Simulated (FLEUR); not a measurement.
ZnO (zincite): equation of state with PBEsol

Crystal: ZnO (zincite).

```
Zn O
1.0
     3.24931    0.00000    0.00000
    -1.62465    2.81398    0.00000
     0.00000    0.00000    5.20571
Zn O
2 2
Direct
  0.66667 0.33333 0.00000
  0.33333 0.66667 0.50000
  0.33333 0.66667 0.87901
  0.66667 0.33333 0.37901
```

```yaml
Program: FLEUR MaX-R8.1 (later development tree)
Task: equation of state
Functional: PBEsol
Potentials_or_basis: all-electron
Basis: FLAPW
Kmax: 5.16 1/bohr
k_mesh: 9 × 9 × 5
Occupations: fermi-dirac, width 0.05 eV
Spin: no spin polarisation
```

```json
{"Equilibrium volume": "11.77 Å³/atom", "Bulk modulus at fixed shape and positions": "145 GPa", "Pressure derivative of the bulk modulus": "4.3"}
```

Energy against volume, from the lowest point:
| volume (Å³/atom) | energy (meV/atom) |
| --- | --- |
| 11.186 | 13.91 |
| 11.424 | 4.42 |
| 11.662 | 0.00 |
| 11.900 | 0.15 |
| 12.138 | 4.50 |
| 12.376 | 12.48 |
| 12.614 | 23.81 |

Caveat: the cell was scaled at fixed shape and fractional positions, which overstates the stiffness of a crystal with free parameters, most of all of layers and chains.
